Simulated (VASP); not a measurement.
A run of VASP 6.6.1 is set up as follows.

The input INCAR:

```
SYSTEM = BaS
PREC = Accurate
ENCUT = 500
EDIFF = 1E-6
ISMEAR = 0
SIGMA = 0.01
LREAL = .False.
LASPH = .True.
NELM = 120
ALGO = Normal
ISIF = 2
LWAVE = .False.
LCHARG = .False.
GGA = PE
IVDW = 13
NBANDS = 15
GGA_COMPAT = .False.
```

The input KPOINTS:

```
regular mesh
0
Gamma
  6 6 6
  0 0 0
```

Contents of POSCAR:

```
BaS
1.0
    0.0000000000      3.2665966327      3.2665966327
    3.2665966327      0.0000000000      3.2665966327
    3.2665966327      3.2665966327      0.0000000000
Ba S
1 1
Direct
    0.0000000000      0.0000000000      0.0000000000
    0.5000000000      0.5000000000      0.5000000000
```

Potentials or basis: VASP PAW PBE potentials, release 64 (Ba_sv, S).

Run with:

```console
$ cat potpaw_PBE.64/Ba_sv/POTCAR potpaw_PBE.64/S/POTCAR > POTCAR
$ mpirun -np 1 vasp_std > vasp.out
```

Question: Predict the dispersion energy per atom.

Answer: -0.218 eV.

Question: Estimate the pressure.

Answer: -2.4 GPa.

Question: Estimate the band gap on the k mesh.

Answer: 2.21 eV, indirect (least direct gap 2.38 eV).

Caveat: spin-orbit coupling is left out, which moves the levels of the heavy elements.

**The experiment to reproduce.**

From a printed reference work, monograph, original work of 1988, for a bulk crystal of BaS at 2 K: band gap 3.806 eV (indirect).

A measured gap of BaS is 3.806 eV (indirect; 2 K; a printed reference work, monograph, original work of 1988); the calculated 2.21 eV misses it by -1.60 eV. Spin-orbit coupling on Ba is left out. The value is that of PBE+D4 on a finite k mesh, which can miss the band edges, without temperature or zero-point motion. Semilocal functionals fall short of measured gaps as a rule.
